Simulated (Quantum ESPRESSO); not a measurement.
# TiO2 (P4_2/mnm) in Quantum ESPRESSO: further runs, part 2 of 2

Quantum ESPRESSO 7.5. Earlier steps stand in the parts before.

### 10 Band structure, PBEsol

The input, pw.in:

```
&CONTROL
  calculation = 'scf'
  prefix = 'pwscf'
  outdir = './tmp'
  pseudo_dir = './pseudo'
  tprnfor = .true.
  tstress = .true.
  disk_io = 'low'
/
&SYSTEM
  ibrav = 0
  nat = 6
  ntyp = 2
  ecutwfc = 45
  ecutrho = 360
  nbnd = 33
  occupations = 'smearing'
  smearing = 'fd'
  degauss = 0.00367493
/
&ELECTRONS
  conv_thr = 1.2d-09
  electron_maxstep = 120
  mixing_beta = 0.5
/
ATOMIC_SPECIES
Ti    47.8670 ti_pbesol_v1.4.uspp.F.UPF
O     15.9990 o_pbesol_v1.2.uspp.F.UPF
CELL_PARAMETERS angstrom
   4.5998373239    0.0000000000    0.0000000000
   0.0000000000    4.5998373239    0.0000000000
   0.0000000000    0.0000000000    2.9592135600
ATOMIC_POSITIONS crystal
Ti     0.0000000000    0.0000000000    0.5000000000
Ti     0.5000000000    0.5000000000    0.0000000000
O      0.3043213200    0.3043213200    0.5000000000
O      0.1956786800    0.8043213200    0.0000000000
O      0.8043213200    0.1956786800    0.0000000000
O      0.6956786800    0.6956786800    0.5000000000
K_POINTS automatic
6 6 9 0 0 0
```

The input, bands.in:

```
&CONTROL
  calculation = 'bands'
  prefix = 'pwscf'
  outdir = './tmp'
  pseudo_dir = './pseudo'
  disk_io = 'low'
  verbosity = 'high'
/
&SYSTEM
  ibrav = 0
  nat = 6
  ntyp = 2
  ecutwfc = 45
  ecutrho = 360
  nbnd = 33
  occupations = 'smearing'
  smearing = 'fd'
  degauss = 0.00367493
/
&ELECTRONS
  conv_thr = 1d-08
  electron_maxstep = 120
  mixing_beta = 0.5
  diago_full_acc = .true.
/
ATOMIC_SPECIES
Ti    47.8670 ti_pbesol_v1.4.uspp.F.UPF
O     15.9990 o_pbesol_v1.2.uspp.F.UPF
CELL_PARAMETERS angstrom
   4.5998373239    0.0000000000    0.0000000000
   0.0000000000    4.5998373239    0.0000000000
   0.0000000000    0.0000000000    2.9592135600
ATOMIC_POSITIONS crystal
Ti     0.0000000000    0.0000000000    0.5000000000
Ti     0.5000000000    0.5000000000    0.0000000000
O      0.3043213200    0.3043213200    0.5000000000
O      0.1956786800    0.8043213200    0.0000000000
O      0.8043213200    0.1956786800    0.0000000000
O      0.6956786800    0.6956786800    0.5000000000
K_POINTS crystal
60
 0.0000000000  0.0000000000  0.0000000000 1
 0.0000000000  0.1250000000  0.0000000000 1
 0.0000000000  0.2500000000  0.0000000000 1
 0.0000000000  0.3750000000  0.0000000000 1
 0.0000000000  0.5000000000  0.0000000000 1
 0.1250000000  0.5000000000  0.0000000000 1
 0.2500000000  0.5000000000  0.0000000000 1
 0.3750000000  0.5000000000  0.0000000000 1
 0.5000000000  0.5000000000  0.0000000000 1
 0.4285714286  0.4285714286  0.0000000000 1
 0.3571428571  0.3571428571  0.0000000000 1
 0.2857142857  0.2857142857  0.0000000000 1
 0.2142857143  0.2142857143  0.0000000000 1
 0.1428571429  0.1428571429  0.0000000000 1
 0.0714285714  0.0714285714  0.0000000000 1
 0.0000000000  0.0000000000  0.0000000000 1
 0.0000000000  0.0000000000  0.0625000000 1
 0.0000000000  0.0000000000  0.1250000000 1
 0.0000000000  0.0000000000  0.1875000000 1
 0.0000000000  0.0000000000  0.2500000000 1
 0.0000000000  0.0000000000  0.3125000000 1
 0.0000000000  0.0000000000  0.3750000000 1
 0.0000000000  0.0000000000  0.4375000000 1
 0.0000000000  0.0000000000  0.5000000000 1
 0.0000000000  0.1000000000  0.5000000000 1
 0.0000000000  0.2000000000  0.5000000000 1
 0.0000000000  0.3000000000  0.5000000000 1
 0.0000000000  0.4000000000  0.5000000000 1
 0.0000000000  0.5000000000  0.5000000000 1
 0.1000000000  0.5000000000  0.5000000000 1
 0.2000000000  0.5000000000  0.5000000000 1
 0.3000000000  0.5000000000  0.5000000000 1
 0.4000000000  0.5000000000  0.5000000000 1
 0.5000000000  0.5000000000  0.5000000000 1
 0.4285714286  0.4285714286  0.5000000000 1
 0.3571428571  0.3571428571  0.5000000000 1
 0.2857142857  0.2857142857  0.5000000000 1
 0.2142857143  0.2142857143  0.5000000000 1
 0.1428571429  0.1428571429  0.5000000000 1
 0.0714285714  0.0714285714  0.5000000000 1
 0.0000000000  0.0000000000  0.5000000000 1
 0.0000000000  0.5000000000  0.0000000000 1
 0.0000000000  0.5000000000  0.0555555556 1
 0.0000000000  0.5000000000  0.1111111111 1
 0.0000000000  0.5000000000  0.1666666667 1
 0.0000000000  0.5000000000  0.2222222222 1
 0.0000000000  0.5000000000  0.2777777778 1
 0.0000000000  0.5000000000  0.3333333333 1
 0.0000000000  0.5000000000  0.3888888889 1
 0.0000000000  0.5000000000  0.4444444444 1
 0.0000000000  0.5000000000  0.5000000000 1
 0.5000000000  0.5000000000  0.0000000000 1
 0.5000000000  0.5000000000  0.0625000000 1
 0.5000000000  0.5000000000  0.1250000000 1
 0.5000000000  0.5000000000  0.1875000000 1
 0.5000000000  0.5000000000  0.2500000000 1
 0.5000000000  0.5000000000  0.3125000000 1
 0.5000000000  0.5000000000  0.3750000000 1
 0.5000000000  0.5000000000  0.4375000000 1
 0.5000000000  0.5000000000  0.5000000000 1
```

Potentials or basis: GBRV 1.5 PBEsol.

Launch:

```console
$ OMP_NUM_THREADS=1 mpirun -n 2 pw.x -nk 2 -in pw.in > pw.out
$ OMP_NUM_THREADS=1 mpirun -n 2 pw.x -nk 2 -in bands.in > bands.out
```

It took 48 s on 2 MPI ranks of Arm Neoverse V2, shared host; peak memory 0.32 GiB.

Results (log left out):

- Free energy: -5006.7197 eV
- Pressure: -2.5 GPa
- Largest force: 0.061 eV/Å
- Band gap on the k mesh: 1.83 eV, direct
- Band gap along the path: 1.83 eV, direct

Forces on the atoms (eV/Å):
```
Ti   0.000  0.000  0.000
Ti   0.000  0.000  0.000
O    0.043  0.043  0.000
O   -0.043  0.043  0.000
O    0.043 -0.043  0.000
O   -0.043 -0.043  0.000
```

Stress tensor (GPa, compression positive):
```
-1.85  0.00  0.00
 0.00 -1.85  0.00
 0.00  0.00 -3.80
```

Levels at the corners of the path, in eV from the valence-band top:
```
point  band 22  band 23  band 24  band 25  band 26  band 27
    Γ    -0.46    -0.46     0.00     1.83     2.11     2.37
    X    -1.66    -0.76    -0.76     2.50     2.50     3.01
    M    -1.32    -1.09    -1.09     1.87     1.87     2.50
    Γ    -0.46    -0.46     0.00     1.83     2.11     2.37
    Z    -2.42    -1.44    -1.44     2.96     2.96     3.16
    R    -2.07    -1.05    -1.05     1.87     1.87     3.18
    A    -1.31    -0.68    -0.68     2.57     2.57     3.18
    Z    -2.42    -1.44    -1.44     2.96     2.96     3.16
    X    -1.66    -0.76    -0.76     2.50     2.50     3.01
    R    -2.07    -1.05    -1.05     1.87     1.87     3.18
    M    -1.32    -1.09    -1.09     1.87     1.87     2.50
    A    -1.31    -0.68    -0.68     2.57     2.57     3.18
```

### 11 Against experiment

Step 10. Against the measured gap of TiO2, 3.03 eV (direct; 1.6 K; quoted in “Shallow Valence Band of Rutile GeO2 and P-type Doping”, 2020, arxiv:2011.08928), the calculated 1.83 eV is off by -1.20 eV. 2 values of this kind are on record in papers (3.03 to 3.05 eV); this one was drawn at random among those near their median. The value is that of PBEsol, without temperature or zero-point motion. Semilocal functionals fall short of measured gaps as a rule. The cell is a database's relaxed one, not the measured one, which moves gaps too.
